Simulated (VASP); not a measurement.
LiH:

```
Li H
1.0
     0.00000   -2.03250   -2.03250
     0.00000    2.03250   -2.03250
     4.06500    0.00000    0.00000
Li H
2 2
Direct
  0.52629 0.49978 0.50922
  0.97371 0.00022 0.99078
  0.49568 0.55370 0.94957
  0.00432 0.94630 0.55043
```

The cell isn't the ideal one: a zone-boundary wave of random shape, sigma 0.1 Å.

| Item | Value |
| --- | --- |
| Program | VASP 6.6.1 |
| Task | relaxation of cell and atoms |
| Functional | r2SCAN |
| Potentials or basis | VASP PAW PBE potentials, release 64 (Li_sv, H) |
| Cutoff | 600 eV |
| k mesh | 9 × 9 × 7 |
| Occupations | gaussian, width 0.05 eV |
| Spin | no spin polarisation |

At the start: pressure -0.4 GPa; volume 8.40 Å³/atom.

Task: Where does the relaxation end?

Result: Over 18 steps the energy falls by 62.3 meV/atom and the volume is 7.97 Å³/atom (-5.1 %); space group Fm-3m (No. 225, to 0.05 Å).

Step by step:
| step | energy change (eV) | largest force (eV/Å) | pressure (GPa) | volume (Å³) |
| --- | --- | --- | --- | --- |
| 1 | 0.0000 | 0.9102 | -0.37 | 33.59 |
| 2 | -0.0779 | 0.7226 | -0.68 | 33.49 |
| 3 | -0.2010 | 0.2984 | -1.14 | 33.24 |
| 4 | -0.1296 | 0.5730 | -0.53 | 32.70 |
| 5 | -0.2206 | 0.1670 | -1.10 | 33.06 |
| 6 | -0.2347 | 0.1249 | -0.63 | 32.53 |
| 7 | -0.2440 | 0.0863 | -0.09 | 31.89 |
| 8 | -0.2326 | 0.1928 | 1.65 | 30.62 |
| 9 | -0.2457 | 0.0762 | 0.24 | 31.58 |
| 10 | -0.2457 | 0.0752 | 0.35 | 31.49 |
| 11 | -0.2482 | 0.0425 | 0.12 | 31.64 |
| 12 | -0.2490 | 0.0312 | 0.03 | 31.78 |
| 13 | -0.2490 | 0.0346 | 0.03 | 31.79 |
| 14 | -0.2490 | 0.0380 | 0.01 | 31.82 |
| 15 | -0.2493 | 0.0144 | 0.03 | 31.86 |
| 16 | -0.2493 | 0.0132 | 0.03 | 31.86 |
| 17 | -0.2493 | 0.0135 | 0.01 | 31.88 |
| 18 | -0.2493 | 0.0097 | 0.01 | 31.88 |

Final structure:
```cif
data_structure
_symmetry_space_group_name_H-M 'P 1'
_symmetry_Int_Tables_number 1
_cell_length_a 2.8273
_cell_length_b 2.8274
_cell_length_c 3.9879
_cell_angle_alpha 90.002
_cell_angle_beta 90.017
_cell_angle_gamma 90.058
_cell_volume 31.88
loop_
_atom_site_label
_atom_site_type_symbol
_atom_site_fract_x
_atom_site_fract_y
_atom_site_fract_z
_atom_site_occupancy
Li1 Li 0.50026 0.50005 0.49996 1
Li2 Li 0.99974 0.99995 0.00004 1
H1 H 0.49993 0.49994 0.99979 1
H2 H 0.00007 0.00006 0.50021 1
```

Caveat: the cutoff is under 1.25 times the usual one of these potentials, so pressure, stress and relaxed cells hold a basis-set (Pulay) error; the PAW data sets were made with another functional, which shifts forces and pressure a little.
